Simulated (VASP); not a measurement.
The system is ZrB.

```xyz
2
Lattice="0.0000 2.3854 2.3854 2.3854 0.0000 2.3854 2.3854 2.3854 0.0000" Properties=species:S:1:pos:R:3 pbc="T T T"
Zr    0.0000    0.0000    0.0000
B     2.3854    2.3854    2.3854
```

The cell isn't the ideal one: cell and atoms relaxed from 1.08 times the given volume.

| Item | Value |
| --- | --- |
| Program | VASP 6.6.1 |
| Task | relaxation of cell and atoms |
| Functional | r2SCAN |
| Potentials or basis | VASP PAW PBE potentials, release 64 (Zr_sv, B) |
| Cutoff | 600 eV |
| k mesh | 12 × 12 × 12 |
| Occupations | fermi-dirac, width 0.05 eV |
| Spin | no spin polarisation |

At the start: pressure 16.9 GPa; volume 13.57 Å³/atom.

Question: How do energy, volume and symmetry change on relaxing?

Answer: Over 4 steps the energy falls by 61.1 meV/atom and the volume is 14.82 Å³/atom (+9.2 %); space group Fm-3m (No. 225, to 0.05 Å).

The path:
```tsv
step	energy change (eV)	largest force (eV/Å)	pressure (GPa)	volume (Å³)
1	0.0000	0.0000	16.94	27.15
2	0.0585	0.0000	-15.14	33.19
3	-0.1221	0.0000	-0.44	29.71
4	-0.1222	0.0000	-0.04	29.64
```

Final structure:
```yaml
crystal:
  lattice:
    - [0.00000, 2.45626, 2.45626]
    - [2.45626, 0.00000, 2.45626]
    - [2.45626, 2.45626, 0.00000]
  atoms:
    - { symbol: Zr, position: [0.00000, 0.00000, 0.00000] }
    - { symbol: B, position: [0.50000, 0.50000, 0.50000] }
```

Caveat: the PAW data sets were made with another functional, which shifts forces and pressure a little.
